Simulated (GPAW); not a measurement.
The system is AlN.

```
CELL_PARAMETERS angstrom
3.08863 0.00000 0.00000
1.54432 2.67483 0.00000
1.54432 0.89161 2.52186
ATOMIC_POSITIONS crystal
Al 0.00000 0.00000 0.00000
N 0.25000 0.25000 0.25000
```

Measurements of this composition are mostly on another form, of space group No. 186.

Program: GPAW 26.7.0. Alike in all runs: no spin polarisation; cell as given.

Question: Order these runs on this cell by their band gap on the k mesh, lowest first.
A. level BP86; potentials or basis PAW data sets generated in the run's folder for this functional, pw; k mesh 10 × 10 × 10; cutoff (eV) 800; smearing fermi-dirac 0.05 eV; band path GXWKGLUWLK,UX; band points 100
B. level GLLB-SC; potentials or basis the program's PAW data sets (release 1.2.1) made for this functional, pw; k mesh 8 × 8 × 8; cutoff (eV) 600; smearing fermi-dirac 0.001 eV; kernel Bootstrap; eta 0.2 eV; response ecut 40 eV
C. level PBEsol; potentials or basis PAW data sets generated in the run's folder for this functional, pw; k mesh 10 × 10 × 10; cutoff (eV) 800; smearing fermi-dirac 0.05 eV; band path GXWKGLUWLK,UX; band points 60
D. level TASK; potentials or basis GPAW PAW data sets (gpaw-data 1.2.1), pw; k mesh 10 × 10 × 10; cutoff (eV) 800; smearing fermi-dirac 0.05 eV; band path GXWKGLUWLK,UX; band points 60
E. level r2SCAN; potentials or basis GPAW PAW data sets (gpaw-data 1.2.1), pw; k mesh 10 × 10 × 10; cutoff (eV) 800; smearing fermi-dirac 0.05 eV; band path GXWKGLUWLK,UX; band points 100

Answer: C (3.18 eV), A (3.42 eV), E (3.99 eV), B (4.22 eV), D (4.64 eV).

Caveats: a model potential gives levels but no total energy (some runs); the long-wavelength limit can be off by a per cent or two (some runs); response on these states lacks terms of the Hamiltonian (some runs).

A k mesh can miss the band edges.

Not every run made on this cell is shown here.
